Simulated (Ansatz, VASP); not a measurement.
## Two plane-wave programs on TiCo

INCAR

```
PREC     = Accurate       # precision mode
ENCUT    = 520            # plane-wave cutoff, eV
EDIFF    = 1E-6           # SCF threshold, eV
ISMEAR   = 0              # smearing method
SIGMA    = 0.05           # smearing width, eV
LREAL    = F              # projectors in reciprocal space
LASPH    = T              # aspherical terms in the spheres
NELM     = 100            # most SCF steps
ALGO     = Normal         # electronic algorithm
ISIF     = 2              # what is computed and relaxed
LWAVE    = F              # write WAVECAR
LCHARG   = F              # write CHGCAR
GGA      = PE             # functional
NBANDS   = 18             # bands
```

The input KPOINTS:

```
regular mesh
0
Gamma
  16 16 16
```

Contents of POSCAR:

```
TiCo
1.0
    2.9861109900      0.0000000000      0.0000000000
    0.0000000000      2.9861109900      0.0000000000
    0.0000000000      0.0000000000      2.9861109900
Ti Co
1 1
Direct
    0.0000000000      0.0000000000      0.0000000000
    0.5000000000      0.5000000000      0.5000000000
```

Input for Ansatz:

```yaml
crystal:
  lattice:
    - [2.98611099, 0.0, 0.0]
    - [0.0, 2.98611099, 0.0]
    - [0.0, 0.0, 2.98611099]
  atoms:
    - { symbol: Ti, position: [0.0, 0.0, 0.0] }
    - { symbol: Co, position: [0.5, 0.5, 0.5] }
basis:
  ecutwfc: 420
  ecutrho_ratio: 4
kpoints:
  mp_grid: { grid: [16, 16, 16] }
hamiltonian:
  xc: pbe
scf:
  occupations: { method: gaussian, width: 0.05 }
output:
  forces: true
  stress: true
  eigenvalues: true
```

The cell comes from a database or a generator and needn't be the stable form of this composition.

Alike in both runs: task single point; functional PBE; k mesh 16 × 16 × 16; occupations gaussian, width 0.05 eV; no spin polarisation.

|  | VASP | Ansatz |
| --- | --- | --- |
| version | VASP 6.6.1 | Ansatz 0.2.0 |
| potentials or method | VASP PAW PBE potentials, release 64 (Ti_sv, Co) | scalar-relativistic, plane waves, PAW |
| plane-wave cutoff (eV) | 520 | 420 |
| valence electrons in the cell | 21 | 29 |

VASP gave:

| Quantity | Value |
| --- | --- |
| gap on the k mesh at the Fermi level (eV) | none |
| pressure (GPa) | -2.9 |

Q: What did Ansatz give for the same quantities?

A: gap on the k mesh at the Fermi level (eV): none; pressure (GPa): -2.5.

A gap of «none» marks a metal or a gap that the smearing closes. With one functional, cell and mesh, what is left measures potentials, basis and numerics. The two sets of potentials don't hold the same shells in valence.

Spin polarisation is off, so any magnetic state and its effect on volume and gap are missing.
